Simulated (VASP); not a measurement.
# Mg (P6_3/mmc) in VASP: further runs

The runs below take Mg through relaxation of cell and atoms, single point, with PBE.

Program: VASP 6.6.1. These are calculated values, not measurements. Logs are shortened: lines on timing, memory, paths and dates and some standing lists are left out, and cuts for length are marked.

## 1. The structure

The structure is hexagonal, space group P6_3/mmc (No. 194). The conventional cell has a = 3.209 Å, b = 3.209 Å, c = 5.210 Å, α = 90.00°, β = 90.00°, γ = 120.00°. Mg (site symmetry -6m2) has 12 Mg at 3.20 to 3.21 Å as nearest neighbours.

## 2. Relaxation of cell and atoms, PBE

INCAR

```
SYSTEM = Mg
PREC     = Accurate       ! precision mode
ENCUT    = 600            ! plane-wave cutoff, eV
EDIFF    = 1E-7           ! SCF threshold, eV
ISMEAR   = -1             ! smearing method
SIGMA    = 0.05           ! smearing width, eV
LREAL    = .FALSE.        ! projectors in reciprocal space
LASPH    = .TRUE.         ! aspherical terms in the spheres
NELM     = 80             ! most SCF steps
ALGO     = Fast           ! electronic algorithm
ISIF     = 3              ! what is computed and relaxed
LWAVE    = .FALSE.        ! write WAVECAR
LCHARG   = .FALSE.        ! write CHGCAR
GGA      = PE             ! functional
IBRION   = 2              ! ionic algorithm
NSW      = 40             ! ionic steps
EDIFFG   = -0.02          ! ionic threshold
```

KPOINTS

```
regular mesh
0
G
  10 10 5
  0 0 0
```

POSCAR

```
Mg
1.0
    3.2093000000      0.0000000000      0.0000000000
   -1.6046500000      2.7793353284      0.0000000000
    0.0000000000      0.0000000000      5.2103000000
Mg
2
Direct
    0.6666666667      0.3333333333      0.7500000000
    0.3333333333      0.6666666667      0.2500000000
```

Potentials or basis: VASP PAW PBE potentials, release 64 (Mg_pv).

Started as:

```sh
cat potpaw_PBE.64/Mg_pv/POTCAR > POTCAR
mpirun -np 1 vasp_std > vasp.out
```

OUTCAR:

```text
SYSTEM = Mg
   PREC = Accurate
   ENCUT = 600
   EDIFF = 1E-7
   ISMEAR = -1
   LREAL = .FALSE.
   LASPH = .TRUE.
   NELM = 80
   ISIF = 3
   GGA = PE
   IBRION = 2
   NSW = 40
   EDIFFG = -0.02

 ion  position               nearest neighbor table
   1  0.667  0.333  0.750-
   2  0.333  0.667  0.250-

  LATTYP: Found a hexagonal cell.
 ALAT       =     3.2093000000
 C/A-ratio  =     1.6235004518

  Lattice vectors:

 A1 = (   3.2093000000,   0.0000000000,   0.0000000000)
 A2 = (  -1.6046500000,   2.7793353284,   0.0000000000)
 A3 = (   0.0000000000,   0.0000000000,   5.2103000000)

Analysis of symmetry for initial positions (statically):
=====================================================================
 Subroutine PRICEL returns:
 Original cell was already a primitive cell.

 Routine SETGRP: Setting up the symmetry group for a
 hexagonal supercell.

 Subroutine GETGRP returns: Found 24 space group operations
 (whereof 12 operations were pure point group operations)
 out of a pool of 24 trial point group operations.

The static configuration has the point symmetry D_3d.
 The point group associated with its full space group is D_6h.

Analysis of symmetry for dynamics (positions and initial velocities):
=====================================================================
 Subroutine PRICEL returns:
 Original cell was already a primitive cell.

 Routine SETGRP: Setting up the symmetry group for a
 hexagonal supercell.

 Subroutine GETGRP returns: Found 24 space group operations
 (whereof 12 operations were pure point group operations)
 out of a pool of 24 trial point group operations.

The dynamic configuration has the point symmetry D_3d.
 The point group associated with its full space group is D_6h.

 Subroutine INISYM returns: Found 24 space group operations
 (whereof 12 operations are pure point group operations),
 and found     1 'primitive' translations

----------------------------------------------------------------------------------------

                                     Primitive cell

  volume of cell :      46.4744

  direct lattice vectors                    reciprocal lattice vectors
     3.209300000  0.000000000  0.000000000     0.311594429  0.179899127  0.000000000
    -1.604650000  2.779335328  0.000000000     0.000000000  0.359798255  0.000000000
     0.000000000  0.000000000  5.210300000     0.000000000  0.000000000  0.191927528

  length of vectors
[... 99 lines left out ...]
   IALGO  =     68    algorithm
   IMIX   =      4    mixing-type and parameters
     AMIX     =   0.40;   BMIX     =  1.00
     AMIX_MAG =   1.60;   BMIX_MAG =  1.00
  volume/ion in A,a.u.               =      23.24       156.81
  Fermi-wavevector in a.u.,A,eV,Ry     =   1.147388  2.168248 17.912048  1.316498
  Thomas-Fermi vector in A             =   2.284068
   LORBIT       =      0    0 simple, 1 ext, 2 COOP (PROOUT), +10 PAW based schemes
   GGA     = PE    functional components
   LHFCALC =     F    Hartree Fock is set to
   AEXX    =    0.0000 exact exchange contribution
   IVDW    =     0    specifies the selected vdW correction
   LEPSILON=     F    determine dielectric tensor
   LRPA    =     F    only Hartree local field effects (RPA)
 conjugate gradient relaxation of ions
 non-spin polarized calculation
 RMM-DIIS sequential band-by-band and
  energy-cutoff  :      600.00
  volume of cell :       46.47
 maximum number of plane-waves:      1578
 NGX is ok and might be reduce to    28
   NGX = 13   NGY = 13   NGZ = 21

--------------------------------------- Ionic step        1  -------------------------------------------

 number of electron      16.0000015 magnetization

 Free energy of the ion-electron system (eV)
  ---------------------------------------------------
  ext. energy  EPLUGINS =         0.00000000
  ---------------------------------------------------
  free energy    TOTEN  =        -3.00379654 eV

  energy without entropy =       -2.99187437  energy(sigma->0) =       -2.99783545

------------------------ aborting loop because EDIFF is reached ----------------------------------------

  FORCE on cell =-STRESS in cart. coord.  units (eV):
  Direction    XX          YY          ZZ          XY          YZ          ZX
  --------------------------------------------------------------------------------------
  -------------------------------------------------------------------------------------
  Total       -0.3898970     -0.3898970     -0.0492488      0.0000000      0.0000000      0.0000000
  in kB      -13.4414605    -13.4414605     -1.6978213      0.0000000      0.0000000      0.0000000
  external PRESSURE =      -9.5269141 kB  Pullay stress =       0.0000000 kB
[... 239 lines left out ...]
--------------------------------------- Ionic step        8  -------------------------------------------

 number of electron      16.0000018 magnetization

 Free energy of the ion-electron system (eV)
  ---------------------------------------------------
  ext. energy  EPLUGINS =         0.00000000
  ---------------------------------------------------
  free energy    TOTEN  =        -3.01182945 eV

  energy without entropy =       -3.00329121  energy(sigma->0) =       -3.00756033

 E-fermi :   2.4349     XC(G=0):  -8.8393

 val. band max:        2.3682599912   @ k =   0.3000   0.3000   0.4000
 cond. band min:       2.4492158456   @ k =   0.4000   0.1000   0.4000
 fundamental gap:      0.0809558544
 Fermi energy:         2.4348743665

 k-point     1 :       0.0000    0.0000    0.0000
  band No.  band energies     occupation
      1     -40.3502      2.00000
      2     -40.3193      2.00000
      3     -40.3189      2.00000
      4     -40.3189      2.00000
      5     -40.3144      2.00000
      6     -40.3144      2.00000
      7      -4.6022      2.00000
      8       0.5478      2.00000
      9       0.8822      2.00000
     10      13.7008      0.00000
     11      13.7008      0.00000
     12      13.9148      0.00000
[... 331 lines left out ...]
 k-point    24 :       0.4000    0.1000    0.2000
  band No.  band energies     occupation
      1     -40.3464      2.00000
      2     -40.3425      2.00000
      3     -40.3338      2.00000
      4     -40.3275      2.00000
      5     -40.3260      2.00000
      6     -40.3224      2.00000
      7      -0.2340      2.00000
      8       1.6103      2.00000
      9       2.9653      0.00005
     10       4.7398      0.00000
     11       6.6619      0.00000
     12       7.7136      0.00000

 [... further k-points ...]
[... 5 lines left out ...]
  --------------------------------------------------------------------------------------
  -------------------------------------------------------------------------------------
  Total        0.0044215      0.0044215      0.0086519      0.0000000      0.0000000      0.0000000
  in kB        0.1562163      0.1562163      0.3056804      0.0000000      0.0000000      0.0000000
  external PRESSURE =       0.2060377 kB  Pullay stress =       0.0000000 kB
[... 17 lines left out ...]
  FREE ENERGIE OF THE ION-ELECTRON SYSTEM (eV)
  ---------------------------------------------------
  free  energy   TOTEN  =        -3.0118294461 eV

  energy  without entropy=       -3.0032912104  energy(sigma->0) =       -3.00756033

 reached required accuracy - stopping structural energy minimisation
```

Wall time 2 min (1 thread of Intel Xeon Platinum 8559C (Emerald Rapids), shared host); peak memory 0.17 GiB.

What came out:

```
Free energy                            : -3.0118 eV
Relaxed volume                         : 22.67 Å³/atom
Relaxed cell                           : a = 3.153 Å, b = 3.153 Å, c = 5.267 Å, α = 90.00°, β = 90.00°, γ = 120.00°
Space group after relaxing (to 0.05 Å) : P6_3/mmc (No. 194)
Energy gained by relaxing              : 4.0 meV/atom
Ionic steps                            : 8
Pressure after relaxing                : 0.0 GPa
Band gap on the k mesh                 : none (metal or under the smearing width)
```

The path:
```csv
step,energy change (eV),largest force (eV/Å),pressure (GPa),volume (Å³)
1,0.0000,0.0000,-0.95,46.47
2,-0.0051,0.0000,-0.18,45.55
3,-0.0059,0.0000,0.39,44.89
4,-0.0060,0.0000,0.29,45.01
5,-0.0076,0.0000,0.26,45.04
6,-0.0078,0.0000,0.26,45.05
7,-0.0078,0.0000,0.26,45.06
8,-0.0080,0.0000,0.02,45.35
```

Final structure:
```cif
data_structure
_symmetry_space_group_name_H-M 'P 1'
_symmetry_Int_Tables_number 1
_cell_length_a 3.1531
_cell_length_b 3.1531
_cell_length_c 5.2667
_cell_angle_alpha 90.000
_cell_angle_beta 90.000
_cell_angle_gamma 120.000
_cell_volume 45.35
loop_
_atom_site_label
_atom_site_type_symbol
_atom_site_fract_x
_atom_site_fract_y
_atom_site_fract_z
_atom_site_occupancy
Mg1 Mg 0.66667 0.33333 0.75000 1
Mg2 Mg 0.33333 0.66667 0.25000 1
```

Levels at points of the mesh, in eV from the Fermi level:
```csv
k point,band 6,band 7,band 8,band 9,band 10,band 11
"(0.00, 0.00, 0.00)",-42.75,-7.04,-1.89,-1.55,11.27,11.27
"(0.50, 0.00, 0.00)",-42.76,-2.13,-2.08,2.60,2.92,3.07
```

## 3. Relaxation of cell and atoms, PBE

INCAR

```
SYSTEM = Mg
ALGO = Fast
EDIFF = 1E-6
EDIFFG = -0.01
ENCUT = 680
GGA = PE
IBRION = 2
ISIF = 3
ISMEAR = -1
LASPH = .TRUE.
LCHARG = .FALSE.
LREAL = .FALSE.
LWAVE = .FALSE.
NELM = 80
NSW = 60
PREC = Accurate
SIGMA = 0.05
```

KPOINTS

```
k-points
0
G
  10 10 5
  0 0 0
```

POSCAR is that of step 2.

Potentials or basis: VASP PAW PBE potentials, release 64 (Mg_sv_GW).

Started as:

```sh
cat potpaw_PBE.64/Mg_sv_GW/POTCAR > POTCAR
mpirun -np 1 vasp_std > vasp.out
```

It took 5.3 min on 1 thread of Intel Xeon Platinum 8559C (Emerald Rapids), shared host; peak memory 0.2 GiB.

It converged, with:

```
Free energy                            : -31.3102 eV
Relaxed volume                         : 22.54 Å³/atom
Relaxed cell                           : a = 3.147 Å, b = 3.147 Å, c = 5.256 Å, α = 90.00°, β = 90.00°, γ = 120.00°
Space group after relaxing (to 0.05 Å) : P6_3/mmc (No. 194)
Energy gained by relaxing              : 4.6 meV/atom
Ionic steps                            : 16
Pressure after relaxing                : 0.0 GPa
Band gap on the k mesh                 : none (metal or under the smearing width)
```

Step by step:
```
step  energy change (eV)  largest force (eV/Å)  pressure (GPa)  volume (Å³)
   1              0.0000                0.0000           -1.06        46.47
   2             -0.0063                0.0000           -0.31        45.44
   3             -0.0073                0.0000            0.38        44.71
   4             -0.0074                0.0000            1.26        44.84
   5             -0.0070                0.0000           -0.10        45.21
   6             -0.0073                0.0000           -0.71        45.03
   7             -0.0074                0.0000            0.07        44.93
   8             -0.0074                0.0000            0.16        44.90
   9             -0.0074                0.0000            0.26        44.87
  10             -0.0089                0.0000            0.20        44.91
  11             -0.0092                0.0000            0.28        44.92
  12             -0.0092                0.0000            0.15        44.93
  13             -0.0093                0.0000           -0.13        45.10
  14             -0.0093                0.0000            0.18        45.08
  15             -0.0093                0.0000           -0.15        45.09
  16             -0.0093                0.0000            0.01        45.09
```

Final structure:
```
Mg
1.0
     3.14709    0.00000    0.00000
    -1.57354    2.72546    0.00000
     0.00000    0.00000    5.25636
Mg
2
Cartesian
  1.5735 0.9085 3.9423
  0.0000 1.8170 1.3141
```

Levels at points of the mesh, in eV from the Fermi level:
| k point | band 7 | band 8 | band 9 | band 10 | band 11 | band 12 | band 13 | band 14 |
| --- | --- | --- | --- | --- | --- | --- | --- | --- |
| (0.00, 0.00, 0.00) | -42.75 | -42.75 | -7.06 | -1.90 | -1.56 | 11.30 | 11.30 | 11.53 |
| (0.50, 0.00, 0.00) | -42.76 | -42.76 | -2.14 | -2.09 | 2.61 | 2.92 | 3.09 | 3.57 |

(Continued in part 2 of 2.)
